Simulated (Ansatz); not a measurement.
# InSb: the cost of one run

Computed with Ansatz 0.2.0 (DFT PBEsol, scalar-relativistic, plane waves, PAW, unless a step's input says otherwise).

## 1. Starting point

It takes space group I-4m2 (No. 119, tetragonal). The conventional cell has a = 5.507 Å, b = 5.507 Å, c = 3.181 Å, α = 90.00°, β = 90.00°, γ = 90.00°. Ga (site symmetry -4m2) is surrounded by 4 Sb at 2.87 Å and 2 Ga at 3.18 Å. Sb (site symmetry -4m2) is surrounded by 4 Ga at 2.87 Å and 2 Sb at 3.18 Å.

Coordinates:

```cif
data_structure
_symmetry_space_group_name_H-M 'I-4m2'
_symmetry_Int_Tables_number 119
_cell_length_a 5.5069
_cell_length_b 5.5069
_cell_length_c 3.1814
_cell_angle_alpha 90.000
_cell_angle_beta 90.000
_cell_angle_gamma 90.000
_cell_volume 96.48
loop_
_atom_site_label
_atom_site_type_symbol
_atom_site_symmetry_multiplicity
_atom_site_Wyckoff_symbol
_atom_site_fract_x
_atom_site_fract_y
_atom_site_fract_z
_atom_site_occupancy
Ga1 Ga 2 c 0.00000 0.50000 0.25000 1
Sb1 Sb 2 a 0.00000 0.00000 0.00000 1
```

The structure comes from the Materials Project (structure only).

## 2. Substitution of an element, cell strained: Ga → In, first probe

What differs from the listed cell: In takes all sites of Ga, and lengths are scaled by 1.046 as a first guess of the size; strain xx, yy, zz, yz, xz, xy = +2.5, +2.5, +2.5, +0.0, +0.0, +0.0 %.

File input.yaml:

```yaml
crystal:
  lattice:
    - [-2.9532389954, 2.9532389954, 1.7061378419]
    - [2.9532389954, -2.9532389954, 1.7061378419]
    - [2.9532389954, 2.9532389954, -1.7061378419]
  atoms:
    - { symbol: In, position: [0.25, 0.75, 0.5] }
    - { symbol: Sb, position: [0.0, 0.0, 0.0] }
basis:
  ecutwfc: 420
kpoints:
  mp_grid: { grid: [6, 6, 6] }
hamiltonian:
  xc: pbesol
scf:
  occupations: { method: gaussian, width: 0.1 }
output:
  forces: true
  stress: true
  eigenvalues: true
```

**Question.** How long does this run take on 1 thread of an Arm CPU, shared host, and how much memory does it need?

About 2.7 s, with a peak of 0.34 GiB.
